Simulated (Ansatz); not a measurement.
# WS2 (R3m) in Ansatz: settings compared

Aim: see how the results for WS2 move with the level of theory and the settings. Levels: LDA+U, r2SCAN. Tasks: Born charges and dielectric tensor, optical spectrum.

Everything below comes from runs of Ansatz 0.2.0. Logs are shortened: lines on timing, memory, paths and dates and some standing lists are left out, and cuts for length are marked.

**1. Starting point**

It takes space group R3m (No. 160, trigonal). The conventional cell has a = 3.158 Å, b = 3.158 Å, c = 18.490 Å, α = 90.00°, β = 90.00°, γ = 120.00°. W (site symmetry 3m) is surrounded by 6 S at 2.39 to 2.42 Å. S (site symmetry 3m) is surrounded by 3 W at 2.42 Å. S (site symmetry 3m) is surrounded by 3 W at 2.39 Å.

Measurements of this composition are mostly on another form, of space group No. 194.

**2. Born charges and dielectric tensor, LDA+U**

Contents of input.yaml:

```yaml
crystal:
  lattice:
    - [1.579, 0.9116360751, 6.1633333333]
    - [-1.579, 0.9116360751, 6.1633333333]
    - [0.0, -1.8232721501, 6.1633333333]
  atoms:
    - { symbol: W, position: [0.0, 0.0, 0.0] }
    - { symbol: S, position: [0.581, 0.581, 0.581] }
    - { symbol: S, position: [0.7503, 0.7503, 0.7503] }
hamiltonian:
  xc: lda
  pseudopotentials: { kind: paw, core: small }
  hubbard: { sites: [{ species: W, l: d, u_eff: 3.0 }] }
kpoints:
  mp_grid: { grid: [10, 10, 10] }
scf:
  occupations: { method: fixed }
dielectric:
  method: response
```

Potentials or basis: Ansatz PAW.

Command:

```
$ ansatz run input.yaml --threads 2 --pin off --max-ram 5120MiB --backend cpu --events-out ev --progress --plain --runs-dir out
```

What it wrote:

```text
Warning: of W the run reads no dataset of the core that `hamiltonian.pseudopotentials.core` asks for: this build lists none beside the file that it uses, or the input names that file
Warning: RAYON_NUM_THREADS=2 ignored (pool sized by the plan → 2); use --threads N
W: projections on atomic orbitals take those of the free atom [Kr 4d10 4f14] 5s2 5p6 5d4 6s2, of charge +0.00 (hamiltonian.pseudopotentials.projection_atoms); the dataset's partial waves leave at most 6.5e-5 of an orbital's norm unspanned inside its sphere
S: projections on atomic orbitals take those of the free atom [Ne] 3s2 3p4, of charge +0.00 (hamiltonian.pseudopotentials.projection_atoms); the dataset's partial waves leave at most 1.6e-7 of an orbital's norm unspanned inside its sphere
Engine: ansatz 0.2.0, x86_64-unknown-linux-gnu
Pseudopotentials: kind: paw
Pseudopotential: W, paw, valence charge 14, recommended cutoff 420 eV (normal), W.paw.azcp
Pseudopotential: S, paw, valence charge 6, recommended cutoff 420 eV (normal), S.paw.azcp
Functional definition: SPW92
  exchange = slater_x
  correlation = pw_c
Crystal: 3 atoms, lattice volume = 53.232 Å³
Basis set: ecut = 420 eV, 1011 PW (Γ), exchange–correlation on 90×90×90 points (8 copies of the dense FFT grid, shifted against one another)
Bands: 17, of which v1, the nominal top of the filled ones, is band 13 counted from 1 (12 counted from 0)
Symmetry: 6 space group operations
k-points: 282 of 1000 (irreducible under 2 space group operations, time reversal used)
Non-local potential: W, projectors of the file, l = 0: 3, l = 1: 2, l = 2: 2, l = 3: 1
Non-local potential: S, projectors of the file, l = 0: 2, l = 1: 2, l = 2: 2
PAW form: soft (Blöchl's): semilocal exchange-correlation on the pseudo side does not see the compensation charge
PAW frozen core: W, regenerated for the run's functional, and the local potential with it (the file was generated under x = pbe(κ = 0.804, μ = 0.2195149727645171), c = pbe(β = 0.06672455060314922))
PAW frozen core: S, regenerated for the run's functional, and the local potential with it (the file was generated under x = pbe(κ = 0.804, μ = 0.2195149727645171), c = pbe(β = 0.06672455060314922))
PAW one-centre angular grid: W, 590 points (default); XC on 64 Gauss nodes
PAW one-centre angular grid: S, 110 points (default); XC on 64 Gauss nodes
Initial density: superposition of atomic densities (chi_scale 0.1, normalization cell, long waves of neutral atoms under a Hubbard term (reshape's long-wave potential 0.03 eV rms, cloud 2.67 Å wide))
Initial wavefunctions: pseudopotential atomic-orbital guess
Functional: x = slater, c = lda
SCF iter   1: F=—  HF=-11868.222893 eV  |F-HF|=—  |Δ(HF+E_count)|=         —  Δρ=4.19e-2  dr2=1.35e0  ethr=3.10e-3  ⟨swp⟩=5.0  Hψ=23879  notcnv=0  defer=378
preconditioner: auto → none  [insulator: Δε(μ)=0.976 eV  Ē_g=8.988 eV  n_scr=16 (ndim 8)  ℏωp=21.6 eV  f_vac=0.001  ε∞_Penn≈6.8]
SCF iter   2: F=—  HF=-11867.989594 eV  |F-HF|=—  |Δ(HF+E_count)|=   2.33e-1  Δρ=2.10e-2  dr2=5.12e-1  ethr=3.10e-3  ⟨swp⟩=2.4  Hψ=9867  notcnv=0  defer=460
SCF iter   3: F=—  HF=-11868.023810 eV  |F-HF|=—  |Δ(HF+E_count)|=   3.42e-2  Δρ=2.06e-2  dr2=6.84e-1  ethr=1.97e-3  ⟨swp⟩=2.5  Hψ=7763  notcnv=0  defer=489
SCF iter   4: F=—  HF=-11867.933814 eV  |F-HF|=—  |Δ(HF+E_count)|=   9.00e-2  Δρ=6.44e-3  dr2=1.17e-2  ethr=1.97e-3  ⟨swp⟩=2.0  Hψ=7624  notcnv=0  defer=536
SCF iter   5: F=—  HF=-11867.942568 eV  |F-HF|=—  |Δ(HF+E_count)|=   8.75e-3  Δρ=8.85e-4  dr2=4.25e-4  ethr=4.49e-5  ⟨swp⟩=2.0  Hψ=7254  notcnv=0  defer=564
SCF iter   6: F=—  HF=-11867.942893 eV  |F-HF|=—  |Δ(HF+E_count)|=   3.25e-4  Δρ=2.39e-4  dr2=5.34e-5  ethr=1.64e-6  ⟨swp⟩=2.0  Hψ=7523  notcnv=0  defer=564
SCF iter   7: F=—  HF=-11867.942896 eV  |F-HF|=—  |Δ(HF+E_count)|=   2.58e-6  Δρ=1.62e-4  dr2=4.69e-5  ethr=2.05e-7  ⟨swp⟩=2.0  Hψ=7103  notcnv=0  defer=290
SCF iter   8: F=—  HF=-11867.942887 eV  |F-HF|=—  |Δ(HF+E_count)|=   9.06e-6  Δρ=6.07e-5  dr2=2.93e-6  ethr=1.80e-7  ⟨swp⟩=2.0  Hψ=6362  notcnv=0  defer=6
SCF iter   9: F=—  HF=-11867.942839 eV  |F-HF|=—  |Δ(HF+E_count)|=   4.78e-5  Δρ=1.29e-5  dr2=1.15e-7  ethr=1.13e-8  ⟨swp⟩=2.0  Hψ=7322  notcnv=0
SCF iter  10: F=—  HF=-11867.942839 eV  |F-HF|=—  |Δ(HF+E_count)|=   4.76e-8  Δρ=2.38e-6  dr2=5.09e-9  ethr=4.42e-10  ⟨swp⟩=2.0  Hψ=7866  notcnv=0
SCF iter  11: F=—  HF=-11867.942839 eV  |F-HF|=—  |Δ(HF+E_count)|=  1.56e-10  Δρ=4.89e-7  dr2=1.18e-10  ethr=1.96e-11  ⟨swp⟩=2.0  Hψ=8036  notcnv=0
SCF iter  12: F=-11867.942839 eV  HF=-11867.942839 eV  |F-HF|=2.18e-11  |Δ(HF+E_count)|=  1.36e-10  Δρ=2.43e-7  dr2=4.45e-11  ethr=1.00e-12  ⟨swp⟩=4.9  Hψ=16835  notcnv=0
SCF 1 converged in 12 iterations: F = -11867.942839 eV  dr2 = 4.45e-11
NSCF: frozen V_eff on 5 k-points
DFPT response loops at Γ: preconditioner auto → Resta (q_TF=auto, 2.421 Å⁻¹)  ε∞=7.6 (no band partly filled); β = 1.00, the filter's whole step (`scf.mixing.beta` (0.50) is not read by the response loops at its default; to damp them type it under 1.00, their step now; it binds the ground state too); Broyden in place of MSR1
── the response to a field inside a basis, on 12×12×12 k-points: an SCF that follows is theirs, and a resumed run solves both again ──
Bands: 14, of which v1, the nominal top of the filled ones, is band 13 counted from 1 (12 counted from 0)
k-points: 182 of 1728 (time reversal used)
Initial density: handed on by an earlier stage of this run
Initial wavefunctions: pseudopotential atomic-orbital guess (no wavefunctions were taken with the density)
Eigensolver: Dense (182 Hₖ)
SCF iter   1: F=—  HF=-11867.937397 eV  |F-HF|=—  |Δ(HF+E_count)|=         —  Δρ=1.57e-4  dr2=2.17e-6  ethr=1.00e-1
preconditioner: auto → none  [insulator: Δε(μ)=1.043 eV  Ē_g=7.749 eV  n_scr=16 (ndim 8)  ℏωp=21.6 eV  f_vac=0.011  ε∞_Penn≈8.8]
SCF iter   2: F=—  HF=-11867.937397 eV  |F-HF|=—  |Δ(HF+E_count)|=   8.56e-7  Δρ=7.77e-5  dr2=6.36e-7  ethr=8.36e-9
SCF iter   3: F=—  HF=-11867.937398 eV  |F-HF|=—  |Δ(HF+E_count)|=   1.00e-6  Δρ=4.80e-5  dr2=4.42e-6  ethr=2.45e-9  recentre
SCF iter   4: F=-11867.937398 eV  HF=-11867.937398 eV  |F-HF|=1.60e-10  |Δ(HF+E_count)|=   6.97e-7  Δρ=3.16e-6  dr2=2.06e-9  ethr=2.45e-9
SCF 1 converged in 4 iterations: F = -11867.937398 eV  dr2 = 2.06e-9
DFPT response loops at Γ: mixed as the last ones told, above
SCF converged after 12 iterations
Free energy (F): -11867.942839 eV
Harris-Foulkes:  -11867.942839 eV  (|F-HF|=2.18e-11)
Internal energy: -11867.942839 eV  (E = F + TS)
E sigma→0 (E₀):  -11867.942839 eV
Fermi energy:    11.368578 eV
--- Per-component energies (eV) ---
  E_band       = -193.116919
  E_kinetic    = 668.021763
  E_local      = -1766.378503  (includes V_loc(G=0)·N_el)
  E_nonlocal   = 65.214047
  E_hartree    = 698.878458
  E_xc         = -458.978062
  E_vxc        = -416.239417  (∫ρ·V_xc dr)
  E_hubbard    = 3.717113  (on-site DFT+U / exact-exchange correction)
  E_vhub       = -0.039012  (the Hubbard potential's part of the band-sum identity)
  E_paw        = -9447.327677  (= ΣΔE_a)
  E_vpaw       = -141.452411  (= ΣTr[D̂ρ^β])
  E_aug_tail   = -0.000068  (compensation charges beyond the density's cutoff)
  E_ewald      = -1631.679458
  E_core_change = 0.589548  (= ΣΔE_core)
  E_smearing   = -0.000000  (= −TS)
  E_closure    = -0.000000  (closes the sum)
  Σ components = -11867.942839   (vs F -11867.942839, Δ=0.00e0)
--- Band table (eV; the first three rows and the last of 282) ---
  k-point 0: bands = ["-63.0934", "-27.3772", "-27.2059", "-27.2059", "-4.1250", "-2.1043", "3.7558", "7.9024", "7.9024", "9.2687", "9.2687", "9.9161", "10.1420", "13.7137", "13.7137", "14.0084", "14.0084"]
  k-point 1: bands = ["-63.0914", "-27.3706", "-27.2418", "-27.2142", "-3.9525", "-2.0517", "3.9700", "7.4863", "8.0726", "8.6500", "9.0073", "9.9648", "10.2975", "13.4124", "13.7505", "13.7905", "14.0871"]
  k-point 2: bands = ["-63.0865", "-27.3537", "-27.3346", "-27.2359", "-3.4708", "-1.9065", "4.5167", "6.6141", "7.6661", "8.3893", "8.5920", "9.7836", "10.0448", "12.7770", "13.5459", "14.0739", "14.6528"]
  k-point 281: bands = ["-63.0935", "-27.3772", "-27.2059", "-27.2059", "-3.8964", "-2.5462", "4.7936", "7.6064", "7.8873", "7.8873", "9.3024", "9.3024", "11.3686", "13.8043", "13.8043", "13.8712", "13.8712"]
Occupation matrices written to <dir>
--- Dielectric response (ions clamped): 3 representative field directions + reference, inside a basis on a mesh of 1728 k-points (Σ response iterations 21) ---
  ε∞ (high-frequency dielectric tensor):
       15.550429     0.000000     0.000000
        0.000000    15.550429    -0.000000
        0.000000    -0.000000     6.535174
  Born effective charges Z* (e; rows j = field, columns β = displacement):
    site 0:
        -0.69520    0.00000    0.00000
         0.00000   -0.69520    0.00000
         0.00000    0.00000   -0.47340
    site 1:
         0.34897    0.00000    0.00000
        -0.00000    0.34897   -0.00000
         0.00000   -0.00000    0.18460
    site 2:
         0.34624    0.00000    0.00000
         0.00000    0.34624   -0.00000
        -0.00000   -0.00000    0.28881
  Z* charge neutrality: 1.139e-3 e pre-enforcement
  solved inside a basis spanned on kpoints, on 12×12×12 k-points, its susceptibility summed on 16×16×16: ε∞ is read to err by 5.1e-2, Z* by 1.5e-2 e (field_mesh: kpoints solves on kpoints); Z* is corrected for what the basis lacks
```

It took 2.7 min on 2 threads of AMD EPYC 7R43 (Zen 3), shared host; peak memory 1.5 GiB.

Results:

```
Free energy                             : -11867.9428 eV
Band gap on the k mesh                  : 1.05 eV, indirect (least direct gap 2.11 eV)
Electronic dielectric tensor (diagonal) : 15.55, 15.55, 6.54
Born charges (mean of the diagonal)     : W -0.62; S +0.29, +0.33 e
```

Levels at points of the mesh, in eV from the valence-band top:
```tsv
k point	band 10	band 11	band 12	band 13	band 14	band 15	band 16	band 17
(0.00, 0.00, 0.00)	-2.10	-2.10	-1.45	-1.23	2.35	2.35	2.64	2.64
(0.00, 0.00, -0.50)	-3.97	-2.40	-1.68	-1.66	2.31	2.54	3.70	4.02
(0.00, -0.50, 0.00)	-3.97	-2.40	-1.68	-1.66	2.31	2.54	3.70	4.02
(0.00, -0.50, -0.50)	-3.89	-3.03	-1.87	-1.48	2.26	2.67	3.28	4.53
(-0.50, -0.50, 0.00)	-3.89	-3.03	-1.87	-1.48	2.26	2.67	3.28	4.53
(-0.50, -0.50, -0.50)	-3.48	-2.07	-2.07	0.00	2.44	2.44	2.50	2.50
```

Electronic dielectric tensor:
```
15.55  0.00  0.00
 0.00 15.55  0.00
 0.00  0.00  6.54
```

Born effective charge tensors (e):
atom 1, W
```
-0.70  0.00  0.00
 0.00 -0.70  0.00
 0.00  0.00 -0.47
```
atom 2, S
```
0.35 0.00 0.00
0.00 0.35 0.00
0.00 0.00 0.18
```
atom 3, S
```
0.35 0.00 0.00
0.00 0.35 0.00
0.00 0.00 0.29
```

Eigenvalues of the final occupation matrices:
| site | spin | trace | eigenvalues |
| --- | --- | --- | --- |
| site 1 | 1 | 2.49 | 0.45 0.45 0.51 0.51 0.57 |

Caveat: spin-orbit coupling is left out, which moves the levels of the heavy elements. A k mesh can miss the band edges.

**3. Born charges and dielectric tensor, LDA+U**

Contents of input.yaml:

```yaml
crystal:
  lattice: { a: 3.158, b: 3.158, c: 18.49, alpha: 90.0, beta: 90.0, gamma: 120.0 }
  space_group: 160
  reduce_to_primitive: true
  atoms:
    - { symbol: W, wyckoff: "3a", position: [0.0, 0.0, 0.0] }
    - { symbol: S, wyckoff: "3a", position: [0.3333333333, 0.6666666667, 0.0856666667] }
    - { symbol: S, wyckoff: "3a", position: [0.0, 0.0, 0.2497] }
hamiltonian:
  xc: lda
  pseudopotentials: { kind: paw, core: small }
  hubbard: { sites: [{ species: W, l: d, u_eff: 3.0 }] }
kpoints:
  mp_grid: { grid: [10, 10, 10] }
scf:
  occupations: { method: fixed }
dielectric:
  method: response
```

Potentials or basis: Ansatz PAW.

Command:

```
$ ansatz run input.yaml --threads 2 --pin off --max-ram 5120MiB --backend cpu --events-out ev --progress --plain --runs-dir out
```

What it wrote:

```text
Warning: of W the run reads no dataset of the core that `hamiltonian.pseudopotentials.core` asks for: this build lists none beside the file that it uses, or the input names that file
Warning: RAYON_NUM_THREADS=2 ignored (pool sized by the plan → 2); use --threads N
crystal.space_group: 160 is read as R3m (hexagonal axes, obverse): the typed cell holds W3S6 (W 3a, 2 × S 3a). Least distances (Å): W–W 3.158, W–S 2.391, S–S 3.130
crystal.space_group generates its sites in this order, which a site index counts, at these fractional coordinates of the primitive cell where crystal.reduce_to_primitive is true, and else of the cell that is read (crystal.supercell repeats the list replica by replica, and crystal.defects acts on that): 0: W [0.000000, 0.000000, 0.000000]; 1: S [0.419000, 0.419000, 0.419000]; 2: S [0.249700, 0.249700, 0.249700];
W: projections on atomic orbitals take those of the free atom [Kr 4d10 4f14] 5s2 5p6 5d4 6s2, of charge +0.00 (hamiltonian.pseudopotentials.projection_atoms); the dataset's partial waves leave at most 6.5e-5 of an orbital's norm unspanned inside its sphere
S: projections on atomic orbitals take those of the free atom [Ne] 3s2 3p4, of charge +0.00 (hamiltonian.pseudopotentials.projection_atoms); the dataset's partial waves leave at most 1.6e-7 of an orbital's norm unspanned inside its sphere
[... 7 set-up lines as earlier in the session ...]
Crystal: 3 atoms, lattice volume = 53.232 Å³
Basis set: ecut = 420 eV, 1011 PW (Γ), exchange–correlation on 90×90×90 points (8 copies of the dense FFT grid, shifted against one another)
[... 72 lines left out ...]
Occupation matrices written to <dir>
--- Dielectric response (ions clamped): 3 representative field directions + reference, inside a basis on a mesh of 1728 k-points (Σ response iterations 18) ---
  ε∞ (high-frequency dielectric tensor):
       15.550420     0.000000     0.000000
        0.000000    15.550420    -0.000000
        0.000000    -0.000000     6.534935
  Born effective charges Z* (e; rows j = field, columns β = displacement):
    site 0:
        -0.69514   -0.00000   -0.00000
        -0.00000   -0.69514   -0.00000
        -0.00000   -0.00000   -0.47377
    site 1:
         0.34881    0.00000    0.00000
         0.00000    0.34881    0.00000
         0.00000   -0.00000    0.18479
    site 2:
         0.34633    0.00000   -0.00000
         0.00000    0.34633    0.00000
         0.00000    0.00000    0.28898
  Z* charge neutrality: 8.513e-4 e pre-enforcement
  solved inside a basis spanned on kpoints, on 12×12×12 k-points, its susceptibility summed on 16×16×16: ε∞ is read to err by 5.1e-2, Z* by 1.5e-2 e (field_mesh: kpoints solves on kpoints); Z* is corrected for what the basis lacks
```

It took 3 min on 2 threads of AMD EPYC 7R43 (Zen 3), shared host; peak memory 1.5 GiB.

Results:

```
Free energy                             : -11867.9428 eV
Band gap on the k mesh                  : 1.05 eV, indirect (least direct gap 2.11 eV)
Electronic dielectric tensor (diagonal) : 15.55, 15.55, 6.53
Born charges (mean of the diagonal)     : W -0.62; S +0.29, +0.33 e
```

Levels at points of the mesh, in eV from the valence-band top:
| k point | band 9 | band 10 | band 11 | band 12 | band 13 | band 14 | band 15 | band 16 | band 17 |
| --- | --- | --- | --- | --- | --- | --- | --- | --- | --- |
| (0.00, 0.00, 0.00) | -3.47 | -2.10 | -2.10 | -1.45 | -1.23 | 2.35 | 2.35 | 2.64 | 2.64 |
| (0.00, 0.00, -0.50) | -5.20 | -3.97 | -2.40 | -1.68 | -1.66 | 2.31 | 2.54 | 3.70 | 4.02 |
| (0.00, -0.50, 0.00) | -5.20 | -3.97 | -2.40 | -1.68 | -1.66 | 2.31 | 2.54 | 3.70 | 4.02 |
| (0.00, -0.50, -0.50) | -4.91 | -3.89 | -3.03 | -1.87 | -1.48 | 2.26 | 2.67 | 3.28 | 4.53 |
| (-0.50, -0.50, 0.00) | -4.91 | -3.89 | -3.03 | -1.87 | -1.48 | 2.26 | 2.67 | 3.28 | 4.53 |
| (-0.50, -0.50, -0.50) | -3.48 | -3.48 | -2.07 | -2.07 | 0.00 | 2.44 | 2.44 | 2.50 | 2.50 |

Electronic dielectric tensor:
```
15.55  0.00  0.00
 0.00 15.55  0.00
 0.00  0.00  6.53
```

Born effective charge tensors (e):
atom 1, W
```
-0.70  0.00  0.00
 0.00 -0.70  0.00
 0.00  0.00 -0.47
```
atom 2, S
```
0.35 0.00 0.00
0.00 0.35 0.00
0.00 0.00 0.18
```
atom 3, S
```
0.35 0.00 0.00
0.00 0.35 0.00
0.00 0.00 0.29
```

Eigenvalues of the final occupation matrices:
```csv
site,spin,trace,eigenvalues
site 1,1,2.49,0.45 0.45 0.51 0.51 0.57
```

Caveat: spin-orbit coupling is left out, which moves the levels of the heavy elements.

(Part 1 of 2 ends here.)
